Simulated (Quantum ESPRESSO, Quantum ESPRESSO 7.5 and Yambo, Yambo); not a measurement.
**A GW chain in Yambo: PbS (Galena)**

How does a plane-wave GW calculation on PbS (Galena) run from the first input to the gap?

Main program and level: Quantum ESPRESSO 7.5 and Yambo 5.3.0; PBE and many-body steps on it, plane waves.

Most raw output is cut from this account.

The database entry behind the starting cell differs from later determinations by our own check (about 0.1 % short), so it need not match the best structure at ambient conditions.

**1. Starting point**

Symmetry: Fm-3m, No. 225, cubic system. Conventional cell: a = 5.931 Å, b = 5.931 Å, c = 5.931 Å, α = 90.00°, β = 90.00°, γ = 90.00°. Nearest to Pb lie 6 S at 2.97 Å. S has 6 Pb at 2.97 Å nearest. Farther neighbours and most contacts between anions are not listed.

The cell and positions come from the Crystallography Open Database and are kept as given unless a step says otherwise. Spin-orbit coupling is left out unless a step names it.

**2. Ground state**

This step: Quantum ESPRESSO 7.5; DFT, PBE, plane waves, norm-conserving pseudopotentials.

The ground-state density comes first.

Contents of pw.in:

```
&control
  calculation = 'scf'
  prefix = 'x'
  outdir = 'o'
  pseudo_dir = 'pseudo'
/
&system
  ibrav = 0
  nat = 2
  ntyp = 2
  ecutwfc = 76.0
  nbnd = 19
  force_symmorphic = .true.
/
&electrons
  conv_thr = 1e-10
  electron_maxstep = 80
  mixing_beta = 0.5
/
ATOMIC_SPECIES
  Pb 207.2 Pb.upf
  S 32.06 S.upf
CELL_PARAMETERS angstrom
  0.0000000000 2.9657500000 2.9657500000
  2.9657500000 0.0000000000 2.9657500000
  2.9657500000 2.9657500000 0.0000000000
ATOMIC_POSITIONS crystal
  Pb 0.0000000000 0.0000000000 0.0000000000
  S 0.5000000000 0.5000000000 0.5000000000
K_POINTS automatic
  6 6 6 0 0 0
```

Run with:

```console
> OMP_NUM_THREADS=1 mpirun -n 4 pw.x -nk 4 -in pw.in > pw.out
```

Elapsed: 8.5 s, on 4 MPI ranks of Intel Xeon Platinum 8259CL at 2.50GHz (Skylake/Cascade Lake), shared host; peak memory 0.3 GiB; 33 s of CPU time.

This step gave:

* total energy: -6010.0128 eV
* gap: 0.3682 eV
* k of the valence top: 0, 0, -0.5
* k of the conduction bottom: 0, 0, -0.5
* least direct gap: 0.3682 eV

The gap is direct, at (0.000, 0.000, -0.500).

**3. Bands along the symmetry lines**

Levels along a band path, at the cheap level, show where the edges lie and whether the meshes to come will hold them.

Contents of pw.in:

```
&control
  calculation = 'bands'
  prefix = 'x'
  outdir = 'o'
  pseudo_dir = 'pseudo'
/
&system
  ibrav = 0
  nat = 2
  ntyp = 2
  ecutwfc = 76.0
  nbnd = 20
  force_symmorphic = .true.
/
&electrons
  conv_thr = 1e-9
  electron_maxstep = 80
  diago_full_acc = .true.
  diago_thr_init = 5e-6
/
ATOMIC_SPECIES
  Pb 207.2 Pb.upf
  S 32.06 S.upf
CELL_PARAMETERS angstrom
  0.0000000000 2.9657500000 2.9657500000
  2.9657500000 0.0000000000 2.9657500000
  2.9657500000 2.9657500000 0.0000000000
ATOMIC_POSITIONS crystal
  Pb 0.0000000000 0.0000000000 0.0000000000
  S 0.5000000000 0.5000000000 0.5000000000
K_POINTS crystal
  50
  0.00000000 0.00000000 0.00000000 1
  0.06250000 0.00000000 0.06250000 1
  0.12500000 0.00000000 0.12500000 1
  0.18750000 0.00000000 0.18750000 1
  0.25000000 0.00000000 0.25000000 1
  0.31250000 0.00000000 0.31250000 1
  0.37500000 0.00000000 0.37500000 1
  0.43750000 0.00000000 0.43750000 1
  0.50000000 0.00000000 0.50000000 1
  0.51562500 0.03125000 0.51562500 1
  0.53125000 0.06250000 0.53125000 1
  0.54687500 0.09375000 0.54687500 1
  0.56250000 0.12500000 0.56250000 1
  0.57812500 0.15625000 0.57812500 1
  0.59375000 0.18750000 0.59375000 1
  0.60937500 0.21875000 0.60937500 1
  0.62500000 0.25000000 0.62500000 1
  0.37500000 0.37500000 0.75000000 1
  0.32812500 0.32812500 0.65625000 1
  0.28125000 0.28125000 0.56250000 1
  0.23437500 0.23437500 0.46875000 1
  0.18750000 0.18750000 0.37500000 1
  0.14062500 0.14062500 0.28125000 1
  0.09375000 0.09375000 0.18750000 1
  0.04687500 0.04687500 0.09375000 1
  0.00000000 0.00000000 0.00000000 1
  0.06250000 0.06250000 0.06250000 1
  0.12500000 0.12500000 0.12500000 1
  0.18750000 0.18750000 0.18750000 1
  0.25000000 0.25000000 0.25000000 1
  0.31250000 0.31250000 0.31250000 1
  0.37500000 0.37500000 0.37500000 1
  0.43750000 0.43750000 0.43750000 1
  0.50000000 0.50000000 0.50000000 1
  0.50000000 0.46875000 0.53125000 1
  0.50000000 0.43750000 0.56250000 1
  0.50000000 0.40625000 0.59375000 1
  0.50000000 0.37500000 0.62500000 1
  0.50000000 0.34375000 0.65625000 1
  0.50000000 0.31250000 0.68750000 1
  0.50000000 0.28125000 0.71875000 1
  0.50000000 0.25000000 0.75000000 1
  0.50000000 0.21875000 0.71875000 1
  0.50000000 0.18750000 0.68750000 1
  0.50000000 0.15625000 0.65625000 1
  0.50000000 0.12500000 0.62500000 1
  0.50000000 0.09375000 0.59375000 1
  0.50000000 0.06250000 0.56250000 1
  0.50000000 0.03125000 0.53125000 1
  0.50000000 0.00000000 0.50000000 1
```

Wall time 7.5 s (4 MPI ranks); peak memory 0.26 GiB.

Numbers from this step:

```
gap                        : 0.3682 eV
k of the valence top       : 0.5, 0.5, 0.5
k of the conduction bottom : 0.5, 0.5, 0.5
least direct gap           : 0.3682 eV
```

The gap is 0.368 eV, as in the run before at this level.

The electronic bands at the labelled points (eV, zero at the top of the highest filled band):

```
    point  band 11  band 12  band 13  band 14  band 15  band 16  band 17  band 18
        Γ    -6.04    -2.17    -2.17    -2.17     5.22     5.22     5.22     6.71
  halfway    -7.23    -2.83    -2.83    -1.72     2.44     4.74     4.92     4.92
        X    -7.20    -5.19    -3.44    -3.44     3.86     5.58     5.69     5.69
  halfway    -7.47    -5.09    -3.31    -3.15     3.89     5.18     5.43     5.58
        U    -7.98    -4.77    -2.94    -2.48     3.33     4.13     5.05     6.22
jump to K    -7.98    -4.77    -2.94    -2.48     3.33     4.13     5.05     6.22
  halfway    -7.71    -3.10    -1.71    -0.59     1.48     2.51     4.14     7.58
        Γ    -6.04    -2.17    -2.17    -2.17     5.22     5.22     5.22     6.71
  halfway    -7.46    -2.01    -2.01    -1.17     2.36     3.22     3.22     6.86
        L    -8.85    -1.78    -1.78     0.00     0.37     1.96     1.96     8.67
  halfway    -8.48    -3.44    -3.01    -0.99     1.56     3.40     4.03     8.00
        W    -7.95    -4.42    -4.42    -1.03     2.19     4.66     4.66     8.16
  halfway    -7.62    -4.98    -3.76    -2.40     3.99     4.09     5.29     6.37
        X    -7.20    -5.19    -3.44    -3.44     3.86     5.58     5.69     5.69
```

**4. Empty states on the mesh, 4×4×4 mesh, 629 bands**

The sums over transitions need many empty states on a uniform mesh; this step solves for them.

Contents of pw.in:

```
&control
  calculation = 'nscf'
  prefix = 'x'
  outdir = 'o'
  pseudo_dir = 'pseudo'
/
&system
  ibrav = 0
  nat = 2
  ntyp = 2
  ecutwfc = 76.0
  nbnd = 629
  force_symmorphic = .true.
/
&electrons
  conv_thr = 1e-9
  electron_maxstep = 80
  diago_full_acc = .true.
  diago_thr_init = 5e-6
/
ATOMIC_SPECIES
  Pb 207.2 Pb.upf
  S 32.06 S.upf
CELL_PARAMETERS angstrom
  0.0000000000 2.9657500000 2.9657500000
  2.9657500000 0.0000000000 2.9657500000
  2.9657500000 2.9657500000 0.0000000000
ATOMIC_POSITIONS crystal
  Pb 0.0000000000 0.0000000000 0.0000000000
  S 0.5000000000 0.5000000000 0.5000000000
K_POINTS automatic
  4 4 4 0 0 0
```

Elapsed: 92 s, on 4 MPI ranks; peak memory 1.3 GiB.

Numbers from this step:

```yaml
gap: 0.3682 eV
k_of_the_valence_top: 0, 0, -0.5
k_of_the_conduction_bottom: 0, 0, -0.5
least_direct_gap: 0.3682 eV
k_points_computed: 8
lowest_point_of_the_top_converged_band_above_the_valence_top: 285.1049 eV
```

On this mesh the gap is 0.368 eV.

**5. Conversion and set-up**

This step: Yambo 5.3.0; conversion and set-up on PBE, plane waves, norm-conserving pseudopotentials.

The states are converted to the many-body program's format and the q mesh is built.

Run with:

```console
> (cd o/x.save; p2y > p2y.log; mv SAVE ../..); yambo > setup.log
```

It took 4 s on 1 MPI rank; peak memory 0.25 GiB.

**6. Screening and self-energy, 4×4×4 mesh, 265 bands, screening to 231.3 eV**

Now the one-shot GW correction: screening in the RPA, then the self-energy of the levels asked for.

This step: G0W0 on PBE, plane waves, norm-conserving pseudopotentials.

Contents of gw2.in:

```
HF_and_locXC
gw0
dyson
ppa
em1d
rim_cut
RandQpts= 1000000
RandGvec= 1 RL
EXXRLvcs= 76 Ry
VXCRLvcs= 304 Ry
Chimod= "HARTREE"
% BndsRnXp
 1 | 265 |
%
NGsBlkXp= 17 Ry
% LongDrXp
 1 | 1 | 1 |
%
% GbndRnge
 1 | 265 |
%
DysSolver= "n"
ExtendOut
PPAPntXp= 27.21138 eV
% QPkrange
 3 | 3 | 13 | 16 |
 1 | 1 | 13 | 16 |
%
```

Run with:

```console
> OMP_NUM_THREADS=1 mpirun -n 4 yambo -F gw2.in -J gw2 -C gw2 > gw2.log
```

Wall time 11 min (4 MPI ranks); peak memory 2.1 GiB; 45 min of CPU time.

Numbers from this step:

```yaml
g0w0_gap_on_the_points_computed: 0.6850 eV
starting_gap_on_the_mesh: 0.3682 eV
k_of_the_valence_top: 0, 0, -0.5
k_of_the_conduction_bottom: 0, 0, -0.5
least_direct_g0w0_gap_on_the_computed_points: 0.6850 eV
z_at_the_valence_top: 0.7842
z_at_the_conduction_bottom: 0.8078
```

The gap on the mesh goes from 0.37 eV to 0.68 eV, a correction of +0.32 eV.

Limits: finite bands, cutoff and mesh; model gap, bands may invert with spin-orbit coupling; no spin-orbit coupling; coarse k mesh. v1 is the top filled band, c1 the lowest empty one. Levels before and after the correction, in eV, zero at the valence-band top of each column:

```
           conduction bottom  valence top
Kohn-Sham               0.37         0.00
     G0W0               0.68         0.00
```

```
                   level  energy (eV)
Kohn-Sham  (0 0 -0.5) v2       -1.781
Kohn-Sham  (0 0 -0.5) v1        0.000
Kohn-Sham  (0 0 -0.5) c1        0.368
Kohn-Sham  (0 0 -0.5) c2        1.964
     G0W0  (0 0 -0.5) v2       -2.005
     G0W0  (0 0 -0.5) v1        0.000
     G0W0  (0 0 -0.5) c1        0.685
     G0W0  (0 0 -0.5) c2        2.457
```

**7. Where the time went**

Times are wall times on the hardware named with each run, good to a factor of about two.

```
                          step    time  share  memory (GiB)
                  ground state   8.5 s    1 %           0.3
bands along the symmetry lines   7.5 s    1 %          0.26
      empty states on the mesh    92 s   12 %           1.3
         conversion and set-up     4 s    1 %          0.25
     screening and self-energy  11 min   86 %           2.1
```

**8. Outcome**

```
PBE gap              : 0.37 eV, direct
G0W0 gap on the mesh : 0.68 eV
GW settings          : 4×4×4 mesh, 265 bands, screening to 231.3 eV, Godby-Needs plasmon pole
known limits         : not at the basis limit; model gap, bands may invert with spin-orbit coupling; no spin-orbit coupling; coarse k mesh
```

What this shows: G0W0 moves the gap on the mesh from 0.37 eV to 0.68 eV (+0.32 eV), with Z of 0.78 and 0.81 at the edges. Only 2 of the mesh's irreducible points were corrected, so a valley elsewhere could overtake. The dearest step here is «screening and self-energy». Bands and cutoff are finite, so the gap is not at the basis limit. The miss can reach some tenths of an eV and take either sign; the mesh is an error of its own. In the G0W0 run levels were corrected at 2 k points alone, so a gap called «on the mesh» is the least over those, and an edge elsewhere would be missed. The 4×4×4 mesh is coarse for this cell, which bears on the long-range parts of exchange and screening. Where an edge is built on 6p states of lead, bismuth or thallium, scalar-relativistic gaps usually stand too wide, by a few tenths to over one eV. With atoms this heavy and so narrow a gap, spin-orbit coupling can invert the bands. These scalar-relativistic gaps are then model values, not to be set against experiment, and a spin-orbit change taken from DFT can't simply be added.

[Paths, hosts, dates, memory and timing lines, banners, echoed tables and standing remarks are left out of the program output.]

[Logs are printed without paths, hosts, clocks, repeated set-up lines and the standing remarks that a program may print on its own settings, such as how far it seeks lower states.]

[Runs of the session that timed out or met a known fault of the program may be left out.]

[Hosts, paths, dates, database ids (printed as entryN), source tags and the programs' standing remarks are cut or masked in the printed files.]
